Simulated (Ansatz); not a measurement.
Structure: COD 7038081, as refined from experiment and not relaxed. The listed cell was then made from it by scaling, straining or moving an atom.

SnS2: DFT, LDA, all-electron PAW with datasets made for the crystal, scalar-relativistic (Ansatz 0.2.0). What sets it apart from a plain run of this crystal: equal xx and yy strain of +2 %.

Command: `ansatz run input.yaml --threads 1 --pin off --max-ram 4096MiB --backend cpu --events-out ev --progress --plain --runs-dir out` The run took 9.1 s on 1 thread of Arm Neoverse V1, on a shared host, peak memory 0.56 GiB.

```yaml
crystal:
  lattice:
    - [3.6702663487, 0.0, 0.0]
    - [-1.8351331743, 3.1785438966, 0.0]
    - [0.0, 0.0, 5.494]
  atoms:
    - { symbol: Sn, position: [0.0, 0.0, 0.0] }
    - { symbol: S, position: [0.6666666667, 0.3333333333, 0.2639] }
    - { symbol: S, position: [0.3333333333, 0.6666666667, 0.7361] }
kpoints:
  mp_grid: { grid: [8, 8, 5] }
scf:
  occupations: { method: fermi_dirac, width: 0.01 }
hamiltonian:
  xc: lda
  pseudopotentials: { kind: all_electron, datasets: crystal }
output:
  forces: true
  stress: true
  eigenvalues: true
  efg: { contact_densities: true }
```

Output (standing set-up lines are left out):

```
hamiltonian.pseudopotentials.datasets: crystal makes datasets for this crystal and solves the spheres of its atoms anew in each pass: cutoff 260.0 eV, the density's 1040.0 eV; for an error of 0.50 meV an atom under PBE, 1.5 meV for the cell; an energy difference from a run of another recipe may be off by several times the error for the cell, under r2SCAN by more, where some 0.1 meV an atom stays at smaller errors; S in spheres of 1.191 Å, 6 of its electrons in bands; Sn in spheres of 1.376 Å, 14 of its electrons in bands, 8 on its site; only band paths and densities of states list, in semicore columns, the levels of the semicore shells that are solved separately: 4s of Sn, 4p of Sn
Crystal: 3 atoms, lattice volume = 64.094 Å³
Basis set: ecut = 260 eV, 627 PW (Γ)
Space group: P-3m1 (ITA 164), of the structure as read, at distance tolerance 4.0e-5 Å
PAW one-centre angular grid: S, 110 points (default); XC on its mesh's 1941 points in the sphere
iter 1 solved again at ethr=5.13e-3 eV; its pass at ethr=1.00e-1 eV (dr2=1.33e0 eV) is discarded
SCF iter   1: F=—  HF=-189607.005981 eV  |F-HF|=—  |Δ(HF+E_count)|=         —  Δρ=3.79e-2  dr2=1.40e0  ethr=5.13e-3  ⟨swp⟩=3.5  Hψ=3598  notcnv=0
preconditioner: auto → Resta (q_TF=auto, 2.347 Å⁻¹)  ε∞=3.3  [insulator: Δε(μ)=1.357 eV  Ē_g=15.594 eV  σ=0.010 eV  W_gap=1.00  n_scr=22 (ndim 8)  ℏωp=23.7 eV  f_vac=0.000  D(μ)=0.00/eV (n_scr^D=0)  ε∞_Penn≈3.3]
SCF iter   2: F=—  HF=-189606.625472 eV  |F-HF|=—  |Δ(HF+E_count)|=   3.81e-1  Δρ=1.63e-2  dr2=1.78e-1  ethr=5.13e-3  ⟨swp⟩=3.0  Hψ=1524  notcnv=0  defer=2
iter 3 solved again at ethr=5.09e-5 eV; its pass at ethr=6.84e-4 eV (dr2=1.32e-2 eV) is discarded
SCF iter   3: F=—  HF=-189606.570818 eV  |F-HF|=—  |Δ(HF+E_count)|=   5.47e-2  Δρ=4.98e-3  dr2=1.31e-2  ethr=5.09e-5  ⟨swp⟩=3.0  Hψ=3325  notcnv=0  defer=12
SCF iter   4: F=—  HF=-189606.567774 eV  |F-HF|=—  |Δ(HF+E_count)|=   3.04e-3  Δρ=1.16e-3  dr2=6.67e-4  ethr=5.04e-5  ⟨swp⟩=3.3  Hψ=1707  notcnv=0  defer=8
SCF iter   5: F=—  HF=-189606.568747 eV  |F-HF|=—  |Δ(HF+E_count)|=   9.73e-4  Δρ=3.27e-4  dr2=7.08e-5  ethr=2.56e-6  ⟨swp⟩=3.4  Hψ=1754  notcnv=0  defer=8
SCF iter   6: F=—  HF=-189606.568745 eV  |F-HF|=—  |Δ(HF+E_count)|=   2.24e-6  Δρ=1.08e-4  dr2=6.96e-6  ethr=2.72e-7  ⟨swp⟩=3.2  Hψ=1425  notcnv=0  defer=7
SCF iter   7: F=—  HF=-189606.568749 eV  |F-HF|=—  |Δ(HF+E_count)|=   4.01e-6  Δρ=1.87e-5  dr2=2.59e-7  ethr=2.68e-8  ⟨swp⟩=3.1  Hψ=1387  notcnv=0  defer=5
SCF iter   8: F=-189606.568749 eV  HF=-189606.568749 eV  |F-HF|=2.12e-9  |Δ(HF+E_count)|=   9.73e-8  Δρ=7.02e-6  dr2=4.22e-8  ethr=9.94e-10  ⟨swp⟩=3.1  Hψ=1580  notcnv=0  defer=3
SCF 1 converged in 8 iterations: F = -189606.568746 eV  dr2 = 4.22e-8
  Residual-converged pass: ⟨swp⟩=3.4  Hψ=1456  notcnv=0  max |occ|·‖R‖ = 6.3e-6 eV (tolerance 6.5e-6 eV)  dr2=4.22e-8  dr2_onsite=1.40e-8  max |Δocc| = 0.0e0
  greatest PAW one-centre occupation: 0.990 electrons in one spin orbital (limit 2), on the Sn atom at site 0 (counted from 0), in its partial waves of l = 2
SCF converged after 8 iterations
Free energy (F): -189606.568746 eV
Harris-Foulkes:  -189606.568746 eV  (|F-HF|=2.12e-9)
Internal energy: -189606.568746 eV  (E = F + TS)
E sigma→0 (E₀):  -189606.568746 eV
Past the cutoff: the bands carry plane waves up to 1.75 times it, of which those up to 1.5 times it add -0.000148 eV an atom, each by itself; the spheres take 0.000233 eV an atom off the energy for waves past 1.75 times it
By the cutoff:   a pressure is off by up to 0.006 GPa (1.2 times the spheres' own share and the shells' term, over an atom's volume, and 0.004 GPa: a bound that held against runs at twice the plane waves)
Past the cutoffs: a stress includes 0.0009 GPa for waves and charges beyond them, in addition to the slope of what the spheres take
In the spheres:  the bands' charges fall short by 4.2e-7 e at most (sound up to 1e-3), those of shells solved beside the bands by 1.7e-8 e (sound up to 5e-4)
Fermi energy:    9.780827 eV
--- Per-component energies (eV) ---
  The terms above E_closure are by the made datasets' own strengths, without shells solved beside the bands.
--- Forces (eV/Å), atoms counted from 1 ---
  atom   1  Sn     0.00000000     0.00000000     0.00000000
  atom   2  S      0.00000000    -0.00000000    -0.00276522
  atom   3  S     -0.00000000     0.00000000     0.00276522
  max |Σ_I F_I| component: 9.25e-18 eV/Å
--- Stress (GPa, compression-positive) ---
       -1.013912      -0.000000       0.000000
        0.000000      -1.013912      -0.000000
        0.000000      -0.000000       0.829820
  P = ⅓ Tr σ = -0.3993 GPa (-3.993 kbar)
  It holds what live shells' own plane waves past their cutoff add
--- PAW observables at the nuclei: V_zz in 10²¹ V/m², potentials from the cell's mean, atoms counted from 1 ---
  atom   1  Sn V_zz =    +1.523233   η = 0.0000   by run symmetry: allowed
            electrostatic potential = -8166.153622 V   contact ρ = 1231273.923101 e/Å³
  atom   2  S  V_zz =    -5.182061   η = 0.0000   by run symmetry: allowed
            electrostatic potential = -1631.924837 V   contact ρ = 19626.758782 e/Å³
  atom   3  S  V_zz =    -5.182061   η = 0.0000   by run symmetry: allowed
            electrostatic potential = -1631.924837 V   contact ρ = 19626.758782 e/Å³
--- Band table (eV; the first three rows and the last of 40) ---
  k-point 0: bands = ["-11.9788", "-11.9788", "-11.9319", "-11.9042", "-11.9042", "-5.0559", "-2.6732", "2.9582", "8.1592", "8.1592", "8.3402", "8.3402", "9.3460", "10.4769", "12.1757"]
  k-point 1: bands = ["-11.9788", "-11.9788", "-11.9317", "-11.9043", "-11.9043", "-4.9601", "-2.9073", "3.4074", "8.0691", "8.0691", "8.3473", "8.4688", "8.4688", "11.1969", "12.2362"]
  k-point 2: bands = ["-11.9788", "-11.9788", "-11.9314", "-11.9043", "-11.9043", "-4.7591", "-3.3068", "4.3524", "7.0366", "7.9940", "7.9940", "8.6089", "8.6089", "11.8522", "12.3124"]
  k-point 39: bands = ["-12.0239", "-11.9853", "-11.9152", "-11.8898", "-11.8779", "-2.5906", "-2.3653", "1.6319", "4.3751", "4.7341", "5.5065", "8.5014", "8.8137", "11.7525", "14.1889"]
```
